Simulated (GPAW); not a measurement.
KI:

```
I K
1.0
     0.00000    3.53277    3.53277
     3.53277    0.00000    3.53277
     3.53277    3.53277    0.00000
I K
1 1
Direct
  0.50000 0.50000 0.50000
  0.00000 0.00000 0.00000
```

```yaml
Program: GPAW 26.7.0
Task: relaxation of cell and atoms
Functional: PBEsol
Dispersion: D4
Potentials_or_basis: PAW data sets generated in the run's folder for this functional
Cutoff: 600 eV
Basis: pw
k_mesh: 7 × 7 × 7
Occupations: fermi-dirac, width 0.05 eV
Spin: no spin polarisation
```

At the start: pressure -0.7 GPa; volume 44.09 Å³/atom.

Q: Where does the relaxation end?

A: Over 3 steps the energy falls by 5.1 meV/atom and the volume is 41.49 Å³/atom (-5.9 %); space group Fm-3m (No. 225, to 0.05 Å).

The path:
```tsv
step	energy change (eV)	largest force (eV/Å)	pressure (GPa)	volume (Å³)
1	0.0000	0.0000	-0.65	88.18
2	-0.0013	0.0000	-0.62	87.84
3	-0.0102	0.0000	0.06	82.98
```

Final structure:
```xyz
2
Lattice="0.0000 3.4620 3.4620 3.4620 0.0000 3.4620 3.4620 3.4620 0.0000" Properties=species:S:1:pos:R:3 pbc="T T T"
I     3.4620    3.4620    3.4620
K     0.0000    0.0000    0.0000
```

Caveat: later steps reuse the first step's grids.
